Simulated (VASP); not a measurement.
Level of theory: LDA (Ceperley-Alder, Perdew-Zunger), VASP's LDA PAW potentials (set 64) (plane waves; VASP 6.6.1).

The input files of a VASP run:

### INCAR
```
SYSTEM = Li2O
PREC = Accurate
ENCUT = 520
EDIFF = 1E-6
NELM = 100
ALGO = Normal
LREAL = .FALSE.
LASPH = .TRUE.
ISMEAR = 0
SIGMA = 0.05
LWAVE = .FALSE.
LCHARG = .FALSE.
IBRION = 2
ISIF = 3
NSW = 60
EDIFFG = -0.01
```

File POSCAR:
```
Li2O
1
    0.0000000000     2.3100000000     2.3100000000
    2.3100000000     0.0000000000     2.3100000000
    2.3100000000     2.3100000000     0.0000000000
Li O
2 1
Direct
  0.2500000000   0.2500000000   0.2500000000
  0.7500000000   0.7500000000   0.7500000000
  0.0000000000   0.0000000000   0.0000000000
```

### KPOINTS
```
Automatic mesh
0
Gamma
9 9 9
0 0 0
```

POTCAR, in this order: Li_sv O (LDA.64 set). Program: vasp_std.

The run wrote:

### OSZICAR
```
       N       E                     dE             d eps       ncg     rms          rms(c)
DAV:   1     0.408903639706E+02    0.40890E+02   -0.63409E+03   700   0.128E+03
DAV:   2    -0.123008767400E+02   -0.53191E+02   -0.51150E+02   812   0.241E+02
DAV:   3    -0.173850480210E+02   -0.50842E+01   -0.50656E+01  1248   0.615E+01
DAV:   4    -0.174463913620E+02   -0.61343E-01   -0.61285E-01   910   0.801E+00
DAV:   5    -0.174471616235E+02   -0.77026E-03   -0.77021E-03  1096   0.582E-01    0.723E+00
DAV:   6    -0.158034103945E+02    0.16438E+01   -0.94026E+00   704   0.193E+01    0.294E+00
DAV:   7    -0.157370274182E+02    0.66383E-01   -0.28231E-01   782   0.436E+00    0.141E+00
DAV:   8    -0.157097865156E+02    0.27241E-01   -0.65605E-02   792   0.285E+00    0.324E-01
DAV:   9    -0.157089040631E+02    0.88245E-03   -0.60241E-03   986   0.739E-01    0.105E-01
DAV:  10    -0.157090642463E+02   -0.16018E-03   -0.32988E-04   800   0.192E-01    0.696E-02
DAV:  11    -0.157090059162E+02    0.58330E-04   -0.86208E-05   794   0.116E-01    0.107E-02
DAV:  12    -0.157090050941E+02    0.82214E-06   -0.36379E-06   930   0.225E-02
   1 F= -.15709005E+02 E0= -.15709005E+02  d E =-.157090E+02
       N       E                     dE             d eps       ncg     rms          rms(c)
DAV:   1    -0.159123759455E+02   -0.20337E+00   -0.31336E+00   710   0.175E+01    0.321E+00
DAV:   2    -0.157582914543E+02    0.15408E+00   -0.10941E+00   708   0.819E+00    0.996E-01
DAV:   3    -0.157482835049E+02    0.10008E-01   -0.35779E-02   778   0.166E+00    0.574E-01
DAV:   4    -0.157450795214E+02    0.32040E-02   -0.63705E-03  1232   0.646E-01    0.732E-02
DAV:   5    -0.157450238509E+02    0.55671E-04   -0.40519E-04   776   0.219E-01    0.186E-02
DAV:   6    -0.157450293665E+02   -0.55156E-05   -0.34587E-05  1088   0.584E-02    0.618E-03
DAV:   7    -0.157450290393E+02    0.32722E-06   -0.10145E-06   494   0.127E-02
   2 F= -.15745029E+02 E0= -.15745029E+02  d E =-.360239E-01
       N       E                     dE             d eps       ncg     rms          rms(c)
DAV:   1    -0.158104826433E+02   -0.65453E-01   -0.11103E+00   718   0.104E+01    0.190E+00
DAV:   2    -0.157563178834E+02    0.54165E-01   -0.37262E-01   710   0.482E+00    0.581E-01
DAV:   3    -0.157530724549E+02    0.32454E-02   -0.11092E-02   786   0.956E-01    0.338E-01
DAV:   4    -0.157519531492E+02    0.11193E-02   -0.22410E-03  1228   0.385E-01    0.423E-02
DAV:   5    -0.157519360461E+02    0.17103E-04   -0.13379E-04   780   0.129E-01    0.107E-02
DAV:   6    -0.157519383039E+02   -0.22578E-05   -0.11545E-05  1066   0.342E-02    0.363E-03
DAV:   7    -0.157519381807E+02    0.12329E-06   -0.32420E-07   440   0.722E-03
   3 F= -.15751938E+02 E0= -.15751938E+02  d E =-.429331E-01
       N       E                     dE             d eps       ncg     rms          rms(c)
DAV:   1    -0.157525996798E+02   -0.66138E-03   -0.11400E-02   730   0.105E+00    0.192E-01
DAV:   2    -0.157520438248E+02    0.55586E-03   -0.38085E-03   712   0.486E-01    0.581E-02
DAV:   3    -0.157520113468E+02    0.32478E-04   -0.11082E-04   800   0.963E-02    0.338E-02
DAV:   4    -0.157519999074E+02    0.11439E-04   -0.22281E-05  1228   0.388E-02    0.410E-03
DAV:   5    -0.157519997770E+02    0.13041E-06   -0.15500E-06   556   0.134E-02
   4 F= -.15752000E+02 E0= -.15752000E+02  d E =-.429947E-01
```

### OUTCAR
```
------------------------ aborting loop because EDIFF is reached ----------------------------------------
  FORCE on cell =-STRESS in cart. coord.  units (eV):
  Direction    XX          YY          ZZ          XY          YZ          ZX
  --------------------------------------------------------------------------------------
  Total       -0.0013657     -0.0013657     -0.0013657      0.0000000      0.0000000      0.0000000
  in kB       -0.0963932     -0.0963932     -0.0963932      0.0000000      0.0000000      0.0000000
  external PRESSURE =      -0.0963932 kB  Pullay stress =       0.0000000 kB
  volume of cell :       22.70
      direct lattice vectors                 reciprocal lattice vectors
    -0.000000000  2.247330146  2.247330146    -0.222486225  0.222486225  0.222486225
     2.247330146 -0.000000000  2.247330146     0.222486225 -0.222486225  0.222486225
     2.247330146  2.247330146  0.000000000     0.222486225  0.222486225 -0.222486225
 POSITION                                       TOTAL-FORCE (eV/Angst)
 -----------------------------------------------------------------------------------
      1.12367      1.12367      1.12367         0.000000      0.000000      0.000000
      3.37100      3.37100      3.37100        -0.000000     -0.000000     -0.000000
     -0.00000      2.24733      2.24733        -0.000000      0.000000     -0.000000
 -----------------------------------------------------------------------------------
    total drift:                               -0.000000     -0.000000      0.000000
  FREE ENERGIE OF THE ION-ELECTRON SYSTEM (eV)
  ---------------------------------------------------
  free  energy   TOTEN  =       -15.7519997770 eV

  energy  without entropy=      -15.7519997770  energy(sigma->0) =      -15.75199978

 reached required accuracy - stopping structural energy minimisation
```
(Selected blocks of OUTCAR.)

File CONTCAR:
```
Li2O
   1.00000000000000
    -0.0000000000000000    2.2473301455974721    2.2473301455974721
     2.2473301455974721   -0.0000000000000000    2.2473301455974721
     2.2473301455974721    2.2473301455974721    0.0000000000000000
  Li              O
     2     1
Direct
     0.2500000000000000    0.2500000000000000    0.2500000000000000
     0.7500000000000000    0.7500000000000000    0.7500000000000000
     1.0000000000000000    0.0000000000000000    0.0000000000000000
```

Energy and stress use the plane-wave basis of the starting cell.

The compound is Li2O in the antifluorite structure. This run relaxes it. Symmetry was kept, so distortions that lower it aren't found.
